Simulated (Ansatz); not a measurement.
I:

```
I
1.0
     0.00000    2.36560    3.90984
     2.19225    0.00000    3.90984
     2.19225    2.36560    0.00000
I
1
Direct
  0.00000 0.00000 0.00000
```

```yaml
Program: Ansatz 0.2.0
Task: relaxation of cell and atoms
Functional: LDA
Potentials_or_basis: Ansatz PAW
Cutoff: "420 eV (not typed: the program's choice for these potentials)"
k_mesh: 9 × 9 × 9
Occupations: fermi-dirac, width 0.05 eV
Spin: no spin polarisation
```

At the start: volume 40.55 Å³/atom.

Q: Where does the relaxation end?

A: It ends after 9 steps and the volume is 35.14 Å³/atom (-13.4 %); space group Fmmm (No. 69, to 0.05 Å).

The path:
```
step  energy change (eV)  largest force (eV/Å)  volume (Å³)
   1              0.0000                0.0000        40.55
   2             -0.0257                0.0000        37.73
   3             -0.0315                0.0000        36.36
   4             -0.0345                0.0000        35.85
   5             -0.0358                0.0000        35.07
   6             -0.0359                0.0000        35.16
   7             -0.0360                0.0000        35.16
   8             -0.0360                0.0000        35.14
   9             -0.0350                0.0000        35.14
```

Final structure:
```cif
data_structure
_symmetry_space_group_name_H-M 'P 1'
_symmetry_Int_Tables_number 1
_cell_length_a 4.2038
_cell_length_b 4.1684
_cell_length_c 3.1491
_cell_angle_alpha 68.503
_cell_angle_beta 67.310
_cell_angle_gamma 44.187
_cell_volume 35.14
loop_
_atom_site_label
_atom_site_type_symbol
_atom_site_fract_x
_atom_site_fract_y
_atom_site_fract_z
_atom_site_occupancy
I1 I 0.00000 0.00000 0.00000 1
```

Caveat: the plane-wave basis is chosen anew once the cell has moved, so the energies of steps on either side of that aren't comparable; an odd number of electrons without spin polarisation forces a metal; a magnetic or distorted state may lie lower; the PAW data sets come from PBE, with cores solved anew for the run's functional, which leaves a small shift of forces and pressure.
